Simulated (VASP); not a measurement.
# Ir (P6_3/mmc) in VASP: single point with PBEsol

Aim: the single point of Ir with PBEsol.

All numbers are computed with VASP 6.6.1; they aren't measurements. Logs are shortened: lines on timing, memory, paths and dates and some standing lists are left out, and cuts for length are marked.

## (1) The structure

Symmetry: P6_3/mmc, No. 194, hexagonal system. Conventional cell: a = 2.751 Å, b = 2.751 Å, c = 4.462 Å, α = 90.00°, β = 90.00°, γ = 120.00°. Ir (site symmetry -6m2) has 12 Ir at 2.74 to 2.75 Å as nearest neighbours.

This isn't the form of Ir at room conditions, which is fcc.

## (2) Single point, PBEsol

The input, INCAR:

```
PREC = Accurate ; ENCUT = 520
EDIFF = 1E-6 ; ISMEAR = 1
SIGMA = 0.15 ; LREAL = False
LASPH = True ; NELM = 60
ALGO = Normal ; ISIF = 2
LWAVE = False ; LCHARG = False
GGA = PS ; NBANDS = 16
```

The input, KPOINTS:

```
regular mesh
0
Gamma
  10 10 5
```

The input, POSCAR:

```
Ir
1.0
    2.7513778900      0.0000000000      0.0000000000
   -1.3756889500      2.3827631500      0.0000000000
    0.0000000000      0.0000000000      4.4622900000
Ir
2
Direct
    0.6666666720      0.3333333319      0.7500000000
    0.3333333337      0.6666666723      0.2500000000
```

Potentials or basis: VASP PAW PBE potentials, release 64 (Ir).

Started as:

```console
$ cat potpaw_PBE.64/Ir/POTCAR > POTCAR
$ mpirun -np 1 vasp_std > vasp.out
```

OUTCAR:

```text
PREC = Accurate
   ENCUT = 520
   EDIFF = 1E-6
   ISMEAR = 1
   LREAL = False
   LASPH = True
   NELM = 60
   ISIF = 2
   GGA = PS

 ion  position               nearest neighbor table
   1  0.667  0.333  0.750-   2 2.74   2 2.74   2 2.74   2 2.74   2 2.74   2 2.74
   2  0.333  0.667  0.250-   1 2.74   1 2.74   1 2.74   1 2.74   1 2.74   1 2.74

  LATTYP: Found a hexagonal cell.
 ALAT       =     2.7513778900
 C/A-ratio  =     1.6218382855

  Lattice vectors:

 A1 = (   2.7513778900,   0.0000000000,   0.0000000000)
 A2 = (  -1.3756889500,   2.3827631500,   0.0000000000)
 A3 = (   0.0000000000,   0.0000000000,   4.4622900000)

Analysis of symmetry for initial positions (statically):
=====================================================================
 Subroutine PRICEL returns:
 Original cell was already a primitive cell.

 Routine SETGRP: Setting up the symmetry group for a
 hexagonal supercell.

 Subroutine GETGRP returns: Found 24 space group operations
 (whereof 12 operations were pure point group operations)
 out of a pool of 24 trial point group operations.

The static configuration has the point symmetry D_3d.
 The point group associated with its full space group is D_6h.

Analysis of symmetry for dynamics (positions and initial velocities):
=====================================================================
 Subroutine PRICEL returns:
 Original cell was already a primitive cell.

 Routine SETGRP: Setting up the symmetry group for a
 hexagonal supercell.

 Subroutine GETGRP returns: Found 24 space group operations
 (whereof 12 operations were pure point group operations)
 out of a pool of 24 trial point group operations.

The dynamic configuration has the point symmetry D_3d.
 The point group associated with its full space group is D_6h.

 Subroutine INISYM returns: Found 24 space group operations
 (whereof 12 operations are pure point group operations),
 and found     1 'primitive' translations

----------------------------------------------------------------------------------------

                                     Primitive cell

  volume of cell :      29.2542

  direct lattice vectors                    reciprocal lattice vectors
     2.751377890  0.000000000  0.000000000     0.363454255  0.209840412  0.000000000
    -1.375688950  2.382763150  0.000000000     0.000000000  0.419680823  0.000000000
     0.000000000  0.000000000  4.462290000     0.000000000  0.000000000  0.224100182

  length of vectors
     2.751377890  2.751377894  4.462290000     0.419680824  0.419680823  0.224100182

  position of ions in fractional coordinates (direct lattice)
     0.666666672  0.333333332  0.750000000
     0.333333334  0.666666672  0.250000000

  ion indices of the primitive-cell ions
   primitive index   ion index
                 1           1
                 2           2

----------------------------------------------------------------------------------------

 KPOINTS: regular mesh

Automatic generation of k-mesh.
 Grid dimensions read from file:
 generate k-points for:   10   10    5

 Generating k-lattice:

  Cartesian coordinates                     Fractional coordinates (reciprocal lattice)
     0.036345425  0.020984041  0.000000000     0.100000000  0.000000000  0.000000000
     0.000000000  0.041968082  0.000000000     0.000000000  0.100000000  0.000000000
     0.000000000  0.000000000  0.044820036     0.000000000  0.000000000  0.200000000

  Length of vectors
     0.041968082  0.041968082  0.044820036

  Shift w.r.t. Gamma in fractional coordinates (k-lattice)
     0.000000000  0.000000000  0.000000000

 Subroutine IBZKPT returns following result:
 ===========================================

 Found     42 irreducible k-points:

 Following reciprocal coordinates:
            Coordinates               Weight
  0.000000  0.000000  0.000000      1.000000
  0.100000  0.000000  0.000000      6.000000
  0.200000  0.000000  0.000000      6.000000
  0.300000  0.000000  0.000000      6.000000
  0.400000  0.000000  0.000000      6.000000
  0.500000  0.000000  0.000000      3.000000
[... 16 lines left out ...]
  0.300000  0.100000  0.200000     24.000000
  0.400000  0.100000  0.200000     24.000000
 [... further k-points ...]
   k-points           NKPTS =     42   k-points in BZ     NKDIM =     42   number of bands    NBANDS=     16
   number of dos      NEDOS =    301   number of ions     NIONS =      2
   total plane-waves  NPLWV =  14400
   dimension x,y,z NGX =    20 NGY =   20 NGZ =   36
   dimension x,y,z NGXF=    40 NGYF=   40 NGZF=   72
   ions per type =               2
   NGX,Y,Z   is equivalent  to a cutoff of  12.08, 12.08, 13.41 a.u.
   NGXF,Y,Z  is equivalent  to a cutoff of  24.17, 24.17, 26.82 a.u.
 SYSTEM =  unknown system
   PREC   = accura    normal or accurate (medium, high low for compatibility)
   ISTART =      0    job   : 0-new  1-cont  2-samecut
   ICHARG =      2    charge: 1-file 2-atom 10-const
   ISPIN  =      1    spin polarized calculation?
   LNONCOLLINEAR =      F non collinear calculations
   LSORBIT =      F    spin-orbit coupling
   LASPH  =      T    aspherical Exc in radial PAW
   ENCUT  =  520.0 eV  38.22 Ry    6.18 a.u.   5.12  5.12  8.30*2*pi/ulx,y,z
   NELM   =     60;   NELMIN=  2; NELMDL= -5     # of ELM steps
   EDIFF  = 0.1E-05   stopping-criterion for ELM
   LREAL  =      F    real-space projection
   EDIFFG = 0.1E-04   stopping-criterion for IOM
   NSW    =      0    number of steps for IOM
   IBRION =     -1    ionic relax: 0-MD 1-quasi-New 2-CG
   NFREE  =      0    steps in history (QN), initial steepest desc. (CG)
   ISIF   =      2    stress and relaxation
   ISYM   =      2    0-nonsym 1-usesym 2-fastsym
   POTIM  = 0.5000    time-step for ionic-motion
   TEBEG  =    0.0;   TEEND  =   0.0 temperature during run
   PSTRESS=    0.0 pullay stress
   NELECT =      18.0000    total number of electrons
   NUPDOWN=      -1.0000    fix difference up-down
   EMIN   =  10.00;   EMAX   =-10.00  energy-range for DOS
   EFERMI =   0.00;   METHOD = LEGACY
   ISMEAR =     1;   SIGMA  =   0.15  broadening in eV -4-tet -1-fermi 0-gaus
   EFERMI_NEDOS =   21; number of points for ismear=-14 and -15
   IALGO  =     38    algorithm
   IMIX   =      4    mixing-type and parameters
     AMIX     =   0.40;   BMIX     =  1.00
     AMIX_MAG =   1.60;   BMIX_MAG =  1.00
  volume/ion in A,a.u.               =      14.63        98.71
  Fermi-wavevector in a.u.,A,eV,Ry     =   1.392417  2.631287 26.379323  1.938826
  Thomas-Fermi vector in A             =   2.516162
   LORBIT       =      0    0 simple, 1 ext, 2 COOP (PROOUT), +10 PAW based schemes
   GGA     = PS    functional components
   LHFCALC =     F    Hartree Fock is set to
   AEXX    =    0.0000 exact exchange contribution
   IVDW    =     0    specifies the selected vdW correction
   LEPSILON=     F    determine dielectric tensor
   LRPA    =     F    only Hartree local field effects (RPA)
 non-spin polarized calculation
 Methfessel and Paxton  Order N= 1 SIGMA  =   0.15
  energy-cutoff  :      520.00
  volume of cell :       29.25
 maximum number of plane-waves:       796
   NGX = 11   NGY = 11   NGZ = 17

 number of electron      18.0000000 magnetization

 Free energy of the ion-electron system (eV)
  ---------------------------------------------------
  ext. energy  EPLUGINS =         0.00000000
  ---------------------------------------------------
  free energy    TOTEN  =       -19.42820476 eV

  energy without entropy =      -19.42679555  energy(sigma->0) =      -19.42773502

 E-fermi :   9.7810     XC(G=0): -13.9047

 val. band max:        9.7488931332   @ k =   0.3000   0.1000   0.4000
 cond. band min:       9.7903736267   @ k =   0.4000   0.2000   0.2000
 fundamental gap:      0.0414804935
 Fermi energy:         9.7810390199

 k-point     1 :       0.0000    0.0000    0.0000
  band No.  band energies     occupation
      1      -1.1578      2.00000
      2       1.8971      2.00000
      3       6.0263      2.00000
      4       6.1038      2.00000
      5       6.1038      2.00000
      6       6.7305      2.00000
[... 8 lines left out ...]
     15      26.2023      0.00000
     16      27.1859      0.00000

 k-point     2 :       0.1000    0.0000    0.0000
  band No.  band energies     occupation
      1      -0.7825      2.00000
      2       2.2266      2.00000
      3       5.5416      2.00000
      4       6.4180      2.00000
      5       6.4559      2.00000
      6       6.6083      2.00000
[... 8 lines left out ...]
     15      26.6761      0.00000
     16      27.6537      0.00000

 k-point     3 :       0.2000    0.0000    0.0000
  band No.  band energies     occupation
      1       0.2416      2.00000
      2       2.9445      2.00000
      3       5.0465      2.00000
      4       5.5101      2.00000
      5       6.0755      2.00000
      6       6.8256      2.00000
[... 8 lines left out ...]
     15      26.6205      0.00000
     16      26.8181      0.00000

 k-point     4 :       0.3000    0.0000    0.0000
  band No.  band energies     occupation
      1       1.5273      2.00000
      2       3.0739      2.00000
      3       4.2530      2.00000
      4       5.2489      2.00000
      5       6.0864      2.00000
      6       6.3319      2.00000
[... 8 lines left out ...]
     15      24.1993      0.00000
     16      24.9410      0.00000

 k-point     5 :       0.4000    0.0000    0.0000
  band No.  band energies     occupation
      1       2.3470      2.00000
      2       2.7276      2.00000
      3       3.4608      2.00000
      4       5.8885      2.00000
      5       5.9866      2.00000
      6       6.4992      2.00000
[... 8 lines left out ...]
     15      22.0215      0.00000
     16      23.1939      0.00000

 k-point     6 :       0.5000    0.0000    0.0000
  band No.  band energies     occupation
      1       2.5067      2.00000
      2       2.5913      2.00000
      3       3.1910      2.00000
      4       5.8641      2.00000
      5       6.3849      2.00000
      6       6.4480      2.00000
[... 8 lines left out ...]
     15      20.5816      0.00000
     16      21.0932      0.00000

 k-point     7 :       0.1000    0.1000    0.0000
  band No.  band energies     occupation
      1      -0.0754      2.00000
      2       2.7952      2.00000
      3       5.0596      2.00000
      4       5.9913      2.00000
      5       6.2385      2.00000
      6       6.7128      2.00000
[... 8 lines left out ...]
     15      26.1799      0.00000
     16      27.4579      0.00000

 k-point     8 :       0.2000    0.1000    0.0000
  band No.  band energies     occupation
      1       1.1425      2.00000
      2       3.4047      2.00000
      3       4.7131      2.00000
      4       4.7332      2.00000
      5       6.0022      2.00000
      6       6.1912      2.00000
[... 8 lines left out ...]
     15      23.9130      0.00000
     16      25.9054      0.00000

 k-point     9 :       0.3000    0.1000    0.0000
  band No.  band energies     occupation
      1       2.3137      2.00000
      2       3.1671      2.00000
      3       3.7817      2.00000
      4       5.1989      2.00000
      5       5.8807      2.00000
      6       6.3997      2.00000
[... 8 lines left out ...]
     15      21.5839      0.00000
     16      24.5908      0.00000
[... 172 lines left out ...]
 k-point    19 :       0.4000    0.0000    0.2000
  band No.  band energies     occupation
      1       2.1063      2.00000
      2       2.8243      2.00000
      3       3.9987      2.00000
      4       4.6999      2.00000
      5       6.2911      2.00000
      6       6.7271      2.00000
[... 8 lines left out ...]
     15      22.9760      0.00000
     16      22.9960      0.00000

 k-point    20 :       0.5000    0.0000    0.2000
  band No.  band energies     occupation
      1       2.1179      2.00000
      2       2.6349      2.00000
      3       3.9860      2.00000
      4       4.6289      2.00000
      5       6.1892      2.00000
      6       6.9545      2.00000
[... 8 lines left out ...]
     15      22.1271      0.00000
     16      22.9017      0.00000

 k-point    21 :       0.1000    0.1000    0.2000
  band No.  band energies     occupation
      1       0.3078      2.00000
      2       2.8600      2.00000
      3       5.1527      2.00000
      4       5.2258      2.00000
      5       5.9696      2.00000
      6       6.5704      2.00000
[... 8 lines left out ...]
     15      26.2315      0.00000
     16      26.8666      0.00000

 k-point    22 :       0.2000    0.1000    0.2000
  band No.  band energies     occupation
      1       1.4122      2.00000
      2       3.5674      2.00000
      3       4.3185      2.00000
      4       4.8563      2.00000
      5       5.6980      2.00000
      6       6.4417      2.00000
[... 8 lines left out ...]
     15      24.3290      0.00000
     16      25.9483      0.00000

 k-point    23 :       0.3000    0.1000    0.2000
  band No.  band energies     occupation
      1       2.2523      2.00000
      2       3.3258      2.00000
      3       3.9186      2.00000
      4       4.8479      2.00000
      5       5.9810      2.00000
      6       6.5566      2.00000
[... 8 lines left out ...]
     15      22.1189      0.00000
     16      24.3956      0.00000

 k-point    24 :       0.4000    0.1000    0.2000
  band No.  band energies     occupation
      1       2.3493      2.00000
      2       2.9828      2.00000
      3       4.0876      2.00000
      4       4.6192      2.00000
      5       5.8440      2.00000
      6       7.1283      2.00000
[... 8 lines left out ...]
     15      20.9876      0.00000
     16      23.6015      0.00000

 [... further k-points ...]

------------------------ aborting loop because EDIFF is reached ----------------------------------------

  FORCE on cell =-STRESS in cart. coord.  units (eV):
  Direction    XX          YY          ZZ          XY          YZ          ZX
  --------------------------------------------------------------------------------------
  -------------------------------------------------------------------------------------
  Total       -2.4377474     -2.4377474     -1.4566405      0.0000000      0.0000000      0.0000000
  in kB     -133.5089477   -133.5089479    -79.7763302      0.0000003      0.0000000      0.0000000
  external PRESSURE =    -115.5980752 kB  Pullay stress =       0.0000000 kB

 VOLUME and BASIS-vectors are now :
 -----------------------------------------------------------------------------
  energy-cutoff  :      520.00
  volume of cell :       29.25
      direct lattice vectors                 reciprocal lattice vectors
     2.751377890  0.000000000  0.000000000     0.363454255  0.209840412  0.000000000
    -1.375688950  2.382763150  0.000000000     0.000000000  0.419680823  0.000000000
     0.000000000  0.000000000  4.462290000     0.000000000  0.000000000  0.224100182

 POSITION                                       TOTAL-FORCE (eV/Angst)
 -----------------------------------------------------------------------------------
      1.37569      0.79425      3.34672         0.000000     -0.000000      0.000000
     -0.00000      1.58851      1.11557        -0.000000      0.000000      0.000000
 -----------------------------------------------------------------------------------
    total drift:                               -0.000001     -0.000000     -0.000000

  FREE ENERGIE OF THE ION-ELECTRON SYSTEM (eV)
  ---------------------------------------------------
  free  energy   TOTEN  =       -19.4282047589 eV

  energy  without entropy=      -19.4267955494  energy(sigma->0) =      -19.42773502
```

Run time: 18 s. Hardware: 1 thread of Intel Xeon Platinum 8559C (Emerald Rapids), shared host; peak memory 0.14 GiB.

What came out:

```yaml
Free_energy: -19.4282 eV
Pressure: -11.6 GPa
Band_gap_on_the_k_mesh: none (metal or under the smearing width)
```

Stress tensor (GPa, compression positive):
```
-13.35   0.00   0.00
  0.00 -13.35   0.00
  0.00   0.00  -7.98
```

Caveat: the PAW data sets were made with another functional, which shifts forces and pressure a little. The run has no spin-orbit coupling, so splittings on Ir are missing.
